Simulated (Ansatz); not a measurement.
Input, command and steps of an Ansatz relaxation.

```yaml
crystal:
  lattice:
    - [-5.433834161, 5.433834161, -5.433834161]
    - [5.433834161, -5.433834161, -5.433834161]
    - [-5.433834161, -5.433834161, 5.433834161]
  atoms:
    - { symbol: Ge, position: [-0.002000711, 0.4961454718, 0.7454556774], spin: 0.2 }
    - { symbol: Si, position: [0.7497517739, 0.4997543973, -0.0001495952] }
    - { symbol: Si, position: [0.5001707833, 0.4996210641, 0.249089381] }
    - { symbol: Si, position: [0.2506577774, 0.2489375312, 0.7491866465] }
    - { symbol: Si, position: [0.2508334311, 0.4997586733, 0.4987766305] }
    - { symbol: Si, position: [0.0002121078, 0.249092935, -0.0002096778] }
    - { symbol: Si, position: [0.7496301867, 0.2490090531, 0.2480420979] }
    - { symbol: Si, position: [0.5001839973, -0.0003435942, 0.7491063494] }
    - { symbol: Si, position: [0.4990484888, 0.2491272079, 0.4987631104] }
    - { symbol: Si, position: [0.250891144, 0.0008070495, -7.05182e-05] }
    - { symbol: Si, position: [0.0001701452, -0.0003340648, 0.2490975957] }
    - { symbol: Si, position: [0.7495488582, 0.7499888382, 0.7491436529] }
    - { symbol: Si, position: [0.7498877132, -0.001331043, 0.4989413368] }
    - { symbol: Si, position: [0.5013107242, 0.7502786919, -0.0001031648] }
    - { symbol: Si, position: [0.2507888153, 0.7501590587, 0.2502243685] }
    - { symbol: Si, position: [0.0001690154, 0.7501119953, 0.4986212277] }
    - { symbol: Si, position: [0.256717871, 0.756261099, 0.0037000194], spin: 0.2 }
    - { symbol: Si, position: [0.0003272776, 0.7500761935, 0.2489965484] }
    - { symbol: Si, position: [0.7498487147, 0.7489575717, 0.4988776047] }
    - { symbol: Si, position: [0.4998733619, 0.4996103035, -0.0006243319] }
    - { symbol: Si, position: [0.4999715066, 0.7500641538, 0.7493656077] }
    - { symbol: Si, position: [0.2505323449, 0.4996340345, 0.2489706727] }
    - { symbol: Si, position: [-0.0001247486, 0.4971869125, 0.4892700948], spin: 0.2 }
    - { symbol: Si, position: [0.7498625401, 0.2493401959, -0.0014344353] }
    - { symbol: Si, position: [0.7453485362, 0.4966007747, 0.7489072097], spin: 0.2 }
    - { symbol: Si, position: [0.5005990916, 0.2503519496, 0.2496709033] }
    - { symbol: Si, position: [0.249500204, 0.2493388639, 0.4989122565] }
    - { symbol: Si, position: [0.0001625819, -0.0007394128, -0.0006466185] }
    - { symbol: Si, position: [0.0031612081, 0.2486018389, 0.7510652734], spin: 0.2 }
    - { symbol: Si, position: [0.7508575416, -5.22104e-05, 0.2496704326] }
    - { symbol: Si, position: [0.5005473685, -6.57451e-05, 0.4997198158] }
    - { symbol: Si, position: [0.250486191, -0.000766712, 0.7492544124] }
  host:
    lattice:
      - [0.0, 2.7169170805, 2.7169170805]
      - [2.7169170805, 0.0, 2.7169170805]
      - [2.7169170805, 2.7169170805, 0.0]
    atoms:
      - { symbol: Si, position: [0.25, 0.25, 0.25] }
      - { symbol: Si, position: [0.0, 0.0, 0.0] }
total_charge: 1
basis:
  ecutwfc: 420
  xc_grid: 2
kpoints:
  mp_grid: { grid: [3, 3, 3], shift: [0.0, 0.0, 0.0] }
hamiltonian:
  xc: pbesol
scf:
  occupations: { method: gaussian, width: 0.02 }
output:
  forces: true
  stress: false
  eigenvalues: true
  populations: true
  charged_corrections:
    defect_position: [0.0, 0.5, 0.75]
    epsilon: [[13.2922, 0.0, 0.0], [0.0, 13.2922, 0.0], [0.0, 0.0, 13.2922]]
magnetization:
  spin_polarized: true
relax:
  adjacent_minimum: "off"
  f_tol: 0.025
  max_steps: 45
```

```bash
ansatz run input.yaml --threads 4 --pin off --max-ram 10240MiB --backend cpu --events-out ev --progress --plain --runs-dir out
```

Method: DFT PBEsol, scalar-relativistic, plane waves, PAW (Ansatz 0.2.0).

The cell holds a point defect: Ge on a Si site (b), charge +1.

Of 4 frames 3 are shown, positions in Å and forces in eV/Å; the SCF threshold varies from step to step.

```xyz
32
Lattice="-5.4338 5.4338 -5.4338 5.4338 -5.4338 -5.4338 -5.4338 -5.4338 5.4338" Properties=species:S:1:pos:R:3:forces:R:3 pbc="T T T" step=1 free_energy_over_end_meV_per_atom=1.03
Ge   -1.3438   -6.7575    1.3656    0.0149   -0.2220   -0.4134
Si   -1.3576    1.3593   -6.7904   -0.0635   -0.0235    0.0559
Si   -1.3565   -1.3505   -4.0792    0.0038   -0.0064    0.0057
Si   -4.0803   -4.0616    1.3562   -0.0523    0.0495   -0.0689
Si   -1.3577   -4.0629   -1.3683   -0.1003    0.1143   -0.0853
Si    1.3535   -1.3512   -1.3558    0.0079   -0.0249   -0.0091
Si   -4.0681    1.3725   -4.0786    0.1241    0.1401    0.1302
Si   -6.7903   -1.3507    1.3545    0.0034   -0.0063    0.0093
Si   -4.0682   -1.3522   -1.3553    0.0522    0.0706    0.0834
Si   -1.3585    1.3593   -1.3681    0.0762   -0.0552   -0.0567
Si   -1.3563   -1.3508    1.3544    0.0029   -0.0074    0.0063
Si   -4.0683   -4.0731   -4.0775   -0.0945    0.1072    0.1015
Si   -6.7932    1.3708   -1.3564   -0.0777   -0.0868   -0.0822
Si    1.3534   -1.3523   -6.8015   -0.0455    0.0642   -0.0513
Si    1.3538   -4.0732   -4.0793    0.0543    0.0531   -0.0300
Si    1.3656   -6.7845   -1.3675   -0.0036    0.0216    0.0268
Si    2.6943   -2.7345   -5.4843    0.1464    0.1647    0.4179
Si    2.7210   -5.4270   -2.7246    0.0149    0.0092   -0.0384
Si   -2.7157   -2.7060   -5.4334   -0.0170    0.0118    0.0026
Si    0.0020    0.0048   -5.4344    0.0019   -0.0048   -0.0014
Si   -2.7130   -5.4309   -2.7206    0.0048   -0.0079   -0.0131
Si    0.0007   -2.7064   -2.7234    0.0005    0.0209   -0.0352
Si    0.0437   -5.3609   -0.0423   -0.1733   -0.4636    0.1331
Si   -2.7120    2.7275   -5.4373    0.0165    0.0237   -0.0105
Si   -5.4211   -2.7178   -2.6791    0.0890   -0.1121   -0.2857
Si   -2.7165    0.0031   -2.7239   -0.0115   -0.0188   -0.0346
Si   -2.7119   -2.7101    0.0004    0.0079    0.0006    0.0013
Si   -0.0014    0.0084   -0.0004   -0.0100    0.0172    0.0048
Si   -2.7475   -5.4148    2.7131    0.0772    0.1581    0.2836
Si   -5.4370    2.7237   -2.7231   -0.0219   -0.0018   -0.0246
Si   -5.4356    0.0049   -0.0041   -0.0148   -0.0017   -0.0152
Si   -5.4366   -2.7061    2.7144   -0.0132    0.0163   -0.0069
32
Lattice="-5.4338 5.4338 -5.4338 5.4338 -5.4338 -5.4338 -5.4338 -5.4338 5.4338" Properties=species:S:1:pos:R:3:forces:R:3 pbc="T T T" step=2 free_energy_over_end_meV_per_atom=0.07
Ge   -1.3546   -6.7781    1.3559    0.0145   -0.0339   -0.0907
Si   -1.3586    1.3622   -6.7927   -0.0133   -0.0125    0.0157
Si   -1.3559   -1.3485   -4.0813   -0.0012    0.0026    0.0032
Si   -4.0795   -4.0594    1.3558   -0.0209    0.0084   -0.0292
Si   -1.3577   -4.0635   -1.3670   -0.0265    0.0392   -0.0376
Si    1.3544   -1.3510   -1.3562   -0.0020    0.0015   -0.0114
Si   -4.0695    1.3733   -4.0789    0.0378    0.0379    0.0353
Si   -6.7889   -1.3485    1.3539   -0.0019    0.0014    0.0015
Si   -4.0689   -1.3511   -1.3563    0.0125    0.0302    0.0143
Si   -1.3589    1.3615   -1.3678    0.0266   -0.0265   -0.0320
Si   -1.3550   -1.3498    1.3526   -0.0018    0.0037    0.0025
Si   -4.0674   -4.0714   -4.0790   -0.0316    0.0234    0.0268
Si   -6.7924    1.3730   -1.3562   -0.0211   -0.0344   -0.0384
Si    1.3554   -1.3508   -6.7996   -0.0243    0.0266   -0.0327
Si    1.3552   -4.0694   -4.0776    0.0081    0.0030   -0.0187
Si    1.3658   -6.7839   -1.3676   -0.0042    0.0159   -0.0022
Si    2.6996   -2.7284   -5.4640    0.0098    0.0215    0.0978
Si    2.7223   -5.4262   -2.7276   -0.0061    0.0102    0.0144
Si   -2.7160   -2.7036   -5.4340   -0.0032   -0.0030   -0.0052
Si    0.0021    0.0079   -5.4360    0.0084    0.0010   -0.0005
Si   -2.7125   -5.4302   -2.7218   -0.0005    0.0047    0.0125
Si   -0.0008   -2.7038   -2.7247    0.0120   -0.0058    0.0113
Si    0.0266   -5.3943   -0.0277   -0.0316   -0.1112    0.0200
Si   -2.7108    2.7300   -5.4371   -0.0072   -0.0072   -0.0131
Si   -5.4153   -2.7246   -2.6976    0.0320   -0.0386   -0.0531
Si   -2.7169    0.0035   -2.7265   -0.0052    0.0098    0.0114
Si   -2.7113   -2.7085   -0.0006   -0.0030   -0.0084   -0.0034
Si   -0.0010    0.0110   -0.0015    0.0017    0.0040   -0.0043
Si   -2.7395   -5.4080    2.7257    0.0267    0.0476    0.0992
Si   -5.4372    2.7260   -2.7239    0.0078   -0.0076    0.0060
Si   -5.4346    0.0078   -0.0046    0.0033    0.0000   -0.0088
Si   -5.4373   -2.7039    2.7137    0.0042   -0.0033    0.0094
32
Lattice="-5.4338 5.4338 -5.4338 5.4338 -5.4338 -5.4338 -5.4338 -5.4338 5.4338" Properties=species:S:1:pos:R:3:forces:R:3 pbc="T T T" step=4 free_energy_over_end_meV_per_atom=0.00
Ge   -1.3563   -6.7826    1.3533   -0.0011    0.0007    0.0011
Si   -1.3579    1.3619   -6.7912    0.0013    0.0027   -0.0035
Si   -1.3565   -1.3488   -4.0802   -0.0014    0.0012   -0.0027
Si   -4.0791   -4.0603    1.3544   -0.0013    0.0020   -0.0041
Si   -1.3578   -4.0605   -1.3687   -0.0005    0.0001   -0.0011
Si    1.3545   -1.3496   -1.3572   -0.0005    0.0025   -0.0022
Si   -4.0683    1.3742   -4.0788   -0.0013   -0.0016   -0.0050
Si   -6.7902   -1.3488    1.3540   -0.0021   -0.0001   -0.0048
Si   -4.0685   -1.3488   -1.3569    0.0007    0.0003   -0.0042
Si   -1.3573    1.3620   -1.3685    0.0001    0.0034   -0.0009
Si   -1.3564   -1.3486    1.3537   -0.0021    0.0007   -0.0034
Si   -4.0684   -4.0708   -4.0794   -0.0002   -0.0010   -0.0061
Si   -6.7908    1.3729   -1.3576    0.0005    0.0042   -0.0007
Si    1.3543   -1.3491   -6.8021    0.0001    0.0025   -0.0013
Si    1.3541   -4.0714   -4.0789    0.0007    0.0024   -0.0032
Si    1.3657   -6.7833   -1.3680   -0.0022    0.0000   -0.0035
Si    2.6976   -2.7279   -5.4583    0.0031   -0.0022   -0.0021
Si    2.7214   -5.4242   -2.7254    0.0029   -0.0007    0.0037
Si   -2.7157   -2.7041   -5.4351    0.0001   -0.0002    0.0039
Si    0.0026    0.0067   -5.4353   -0.0009   -0.0025    0.0036
Si   -2.7123   -5.4282   -2.7214    0.0014    0.0007    0.0048
Si    0.0017   -2.7037   -2.7248   -0.0002   -0.0011    0.0023
Si    0.0225   -5.4029   -0.0255   -0.0005   -0.0020    0.0035
Si   -2.7118    2.7300   -5.4390    0.0006   -0.0009    0.0050
Si   -5.4125   -2.7277   -2.7007   -0.0001   -0.0001    0.0015
Si   -2.7164    0.0056   -2.7254    0.0016    0.0001    0.0040
Si   -2.7118   -2.7079   -0.0011   -0.0003   -0.0005    0.0028
Si   -0.0013    0.0109   -0.0016   -0.0013   -0.0027    0.0039
Si   -2.7356   -5.4045    2.7326   -0.0013   -0.0017   -0.0006
Si   -5.4365    2.7260   -2.7248    0.0025   -0.0006    0.0020
Si   -5.4356    0.0067   -0.0055   -0.0004   -0.0037    0.0044
Si   -5.4361   -2.7039    2.7132    0.0019   -0.0021    0.0026
```

The run took 4.9 min on 4 threads of Arm Neoverse V2 (shared host), peak memory 2.5 GiB.